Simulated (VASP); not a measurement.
# TePt: electric field gradients with PBEsol

Crystal: TePt.

```
CELL_PARAMETERS angstrom
3.95488 0.00000 0.00000
-1.97744 3.42502 0.00000
0.00000 0.00000 3.85976
ATOMIC_POSITIONS crystal
Pt 0.00000 0.00000 0.00000
Te 0.66667 0.33333 0.50000
```

Measurements of this composition are mostly on another form, of space group No. 166.

- Program: VASP 6.6.1
- Task: electric field gradients
- Functional: PBEsol
- Potentials or basis: VASP PAW PBE potentials, release 64 (Pt, Te)
- Cutoff: 520 eV
- k mesh: 8 × 8 × 7
- Occupations: gaussian, width 0.02 eV
- Spin: no spin polarisation
- Further INCAR settings: ALGO = Normal; EDIFF = 1e-08

The pressure is -15.7 GPa and the band gap on the k mesh is none (metal or under the smearing width).

Stress tensor (GPa, compression positive):
```
-13.73   0.00   0.00
  0.00 -13.73   0.00
  0.00   0.00 -19.52
```

Levels at points of the mesh, in eV from the Fermi level:
```csv
k point,band 5,band 6,band 7,band 8,band 9,band 10,band 11,band 12
"(0.00, 0.00, 0.00)",-2.09,-2.09,-1.48,0.36,0.91,0.91,6.06,6.46
"(0.50, 0.00, 0.00)",-2.25,-2.20,-1.43,-1.13,1.46,2.34,5.37,7.06
```

Electric field gradients, principal values (V/Å²):
```
atom      Vxx      Vyy      Vzz
1 Pt   14.861   14.862  -29.723
2 Te  -16.507  -16.507   33.015
```

It took 36 s on 1 thread of AMD EPYC 7R43 64-Core Processor (Zen 3) (shared host), peak memory 0.15 GiB.

Caveat: so large a pressure means that the cell lies far from this level's equilibrium, or that cutoff or potentials fall short; the potentials were made for another functional, which shifts forces and pressure. The run has no spin-orbit coupling, so splittings on Pt, Te are missing.
